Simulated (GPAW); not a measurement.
Runs of GPAW 26.7.0 on Ti. Symmetry: P6/mmm, No. 191, hexagonal system. Conventional cell: a = 4.567 Å, b = 4.567 Å, c = 2.826 Å, α = 90.00°, β = 90.00°, γ = 120.00°. Ti (site symmetry -6m2) is surrounded by 11 Ti at 2.64 to 2.99 Å. Ti (site symmetry 6/mmm) is surrounded by 14 Ti at 2.83 to 2.99 Å. This isn't the form of Ti at room conditions, which is hcp.

```tsv
task	level	cell	k mesh	optimizer	fmax	max steps	convergence	gap on the mesh (eV)	pressure (GPa)	relaxed volume (Å³/atom)
relaxation of cell and atoms	PBEsol	relaxed	5 × 5 × 7	BFGS	0.02 eV/Å	60	density=1e-05 forces=0.0001	none	-0.1	16.43
relaxation of cell and atoms	PBEsol+D4	relaxed	5 × 5 × 7	BFGS	0.02 eV/Å	60	density=1e-05 forces=0.0001	none	-0.1	(a)
single point	PBEsol	as given	7 × 7 × 9	-	-	-	-	none	-4.1	-
relaxation of cell and atoms	PBEsol+D3	relaxed	5 × 5 × 7	BFGS	0.02 eV/Å	60	density=1e-05 forces=0.0001	none	-0.1	15.78
```

Alike in all rows: potentials or basis PAW data sets generated in the run's folder for this functional, pw; no spin polarisation; cutoff (eV) 600; smearing fermi-dirac 0.05 eV.

**Question.** Estimate the missing entries.

**Answer.** (a) 16.27.

Caveats: later steps reuse the first step's grids (some runs); pairwise dispersion overbinds metals, which lowers pressure and volume (some runs).

A k mesh can miss the band edges.

A gap of «none» marks a metal or a gap under the smearing width.

Not every run made on this cell is shown here.
